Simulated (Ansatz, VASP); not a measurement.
Two plane-wave programs on B

INCAR

```
ALGO     = Normal         # electronic algorithm
EDIFF    = 1E-7           # SCF threshold, eV
ENCUT    = 520            # plane-wave cutoff, eV
GGA      = PS             # functional
ISIF     = 2              # what is computed and relaxed
ISMEAR   = -1             # smearing method
LASPH    = T              # aspherical terms in the spheres
LCHARG   = F              # write CHGCAR
LREAL    = F              # projectors in reciprocal space
LWAVE    = F              # write WAVECAR
NBANDS   = 12             # bands
NELM     = 80             # most SCF steps
PREC     = Accurate       # precision mode
SIGMA    = 0.1            # smearing width, eV
```

File KPOINTS:

```
k-points
0
Gamma
  14 14 13
```

Contents of POSCAR:

```
B
1.0
    2.7741029533      0.0000000000      0.0000000000
   -1.3870514767      2.4024436303      0.0000000000
    0.0000000000      0.0000000000      2.7292010531
B
3
Direct
    0.0000000000      0.0000000000      0.0000000000
    0.3333333333      0.6666666667      0.5000000000
    0.6666666667      0.3333333333      0.5000000000
```

Input for Ansatz:

```yaml
crystal:
  lattice:
    - [2.7741029533, 0.0, 0.0]
    - [-1.3870514767, 2.4024436303, 0.0]
    - [0.0, 0.0, 2.7292010531]
  atoms:
    - { symbol: B, position: [0.0, 0.0, 0.0] }
    - { symbol: B, position: [0.3333333333, 0.6666666667, 0.5] }
    - { symbol: B, position: [0.6666666667, 0.3333333333, 0.5] }
hamiltonian:
  xc: pbesol
  pseudopotentials:
    kind: paw
    azcp:
      B: "pseudopotentials/B.paw.azcp"
basis:
  ecutwfc: 420
  fft_grid_basis: typed
kpoints:
  mp_grid: { grid: [14, 14, 13], shift: [0, 0, 0] }
magnetization:
  spin_polarized: false
scf:
  occupations: { method: fermi_dirac, width: 0.1 }
  lower_state_search: "off"
output:
  stress: true
```

Alike in both runs: task single point; functional PBEsol; k mesh 14 × 14 × 13; occupations fermi-dirac, width 0.1 eV; no spin polarisation.

|  | VASP | Ansatz |
| --- | --- | --- |
| version | VASP 6.6.1 | Ansatz 0.2.0 |
| potentials or method | VASP PAW PBE potentials, release 64 (B) | plane waves (420 eV) with PAW, scalar-relativistic |
| plane-wave cutoff (eV) | 520 | 420 |
| valence electrons in the cell | 9 | 9 |

```tsv
	VASP	Ansatz	Ansatz less VASP
pressure (GPa)	23.4	22.9	-0.44
largest component of the traceless stress (GPa)	8.52	8.26	-0.263
```

Ansatz warned: «pseudo_functional_mismatch».

Caveats: so large a pressure means that the cell lies far from this level's equilibrium, or that cutoff or potentials fall short (VASP); the potentials were made for another functional, which shifts forces and pressure (VASP).
